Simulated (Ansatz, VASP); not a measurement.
# One calculation of Ti, two programs

INCAR

```
SYSTEM = Ti
PREC = Accurate ; ENCUT = 520
EDIFF = 1E-6 ; ISMEAR = 0
SIGMA = 0.15 ; LREAL = .FALSE.
LASPH = .TRUE. ; NELM = 100
ALGO = Normal ; ISIF = 2
LWAVE = .FALSE. ; LCHARG = .FALSE.
GGA = CA ; NBANDS = 12
```

The input KPOINTS:

```
regular mesh
0
G
  20 20 20
  0 0 0
```

Contents of POSCAR:

```
Ti
1.0
   -1.6410000000      1.6410000000      1.6656150000
    1.6410000000     -1.6410000000      1.6656150000
    1.6410000000      1.6410000000     -1.6656150000
Ti
1
Direct
    0.0000000000      0.0000000000      0.0000000000
```

Input for Ansatz:

```yaml
crystal:
  lattice:
    - [-1.641, 1.641, 1.665615]
    - [1.641, -1.641, 1.665615]
    - [1.641, 1.641, -1.665615]
  atoms:
    - { symbol: Ti, position: [0.0, 0.0, 0.0] }
basis:
  ecutwfc: 420
kpoints:
  mp_grid: { grid: [20, 20, 20] }
hamiltonian:
  xc: lda
scf:
  occupations: { method: gaussian, width: 0.15 }
output:
  forces: true
  stress: true
  eigenvalues: true
```

Change from the starting cell: strain +0.000 along x and y, +0.015 along z, atoms carried along.

Alike in both runs: task single point; functional LDA; k mesh 20 × 20 × 20; occupations gaussian, width 0.15 eV; no spin polarisation.

|  | VASP | Ansatz |
| --- | --- | --- |
| version | VASP 6.6.1 | Ansatz 0.2.0 |
| potentials or method | VASP PAW LDA potentials, release 64 (Ti_sv) | scalar-relativistic, plane waves, PAW |
| plane-wave cutoff (eV) | 520 | 420 |
| valence electrons in the cell | 12 | 12 |

|  | VASP | Ansatz | Ansatz less VASP |
| --- | --- | --- | --- |
| gap on the k mesh at the Fermi level (eV) | none | none | - |
| pressure (GPa) | -12.0 | -12.0 | +0.02 |
| largest component of the traceless stress (GPa) | 0.22 | 0.22 | +0.004 |

A gap of «none» marks a metal or a gap that the smearing closes.
